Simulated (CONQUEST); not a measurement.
GaN:

```xyz
4
Lattice="3.1869 0.0000 0.0000 0.0000 3.1869 0.0000 0.0000 0.0000 4.5070" Properties=species:S:1:pos:R:3 pbc="T T T"
Ga    0.0000    0.0000    0.0000
Ga    1.5935    1.5935    2.2535
N     0.0000    1.5935    3.3803
N     1.5935    0.0000    1.1268
```

The cell is a database's computed one.

```yaml
Program: CONQUEST 1.3
Task: single point
Functional: PBE
Potentials_or_basis: PseudoDojo NC PBE, SZ, grid cutoff 150 Ha
k_mesh: 8 × 8 × 6
Occupations: fermi-dirac, width 0.05 eV
Spin: no spin polarisation
```

On this cell: pressure 15.6 GPa; largest force zero by symmetry; band gap on the k mesh 1.86 eV.

The same run follows on a disturbed copy (atoms moved at random, drawn with an rms of 0.05 Å):

```
Ga N
1.0
     3.18693    0.00000    0.00000
     0.00000    3.18693    0.00000
     0.00000    0.00000    4.50700
Ga N
2 2
Direct
  0.49706 0.50406 0.50237
  0.99706 0.00406 0.00237
  0.00197 0.49715 0.74535
  0.50197 0.99715 0.24535
```

Q: What does the disturbed cell give?

A: The energy moves by +6.8 meV/atom; pressure 15.8 GPa; largest force 0.650 eV/Å; band gap on the k mesh 1.75 eV.

Forces in eV/Å, atoms in the order of the input:
```
Ga   0.284 -0.305 -0.499
Ga   0.284 -0.305 -0.499
N   -0.274  0.286  0.497
N   -0.274  0.286  0.497
```

The forces don't sum to zero, so they hold noise of the program's grid.

Caveats: the atomic basis is small; the basis of atomic orbitals isn't converged, which shifts pressures, moduli and gaps; so large a pressure means that the cell lies far from this level's equilibrium, or that cutoff or potentials fall short (some runs); the real-space grid breaks the cell's symmetry a little (some runs); the box holds several primitive cells, so bands are folded and the points are those of the box's own zone (some runs).

A k mesh can miss the band edges.
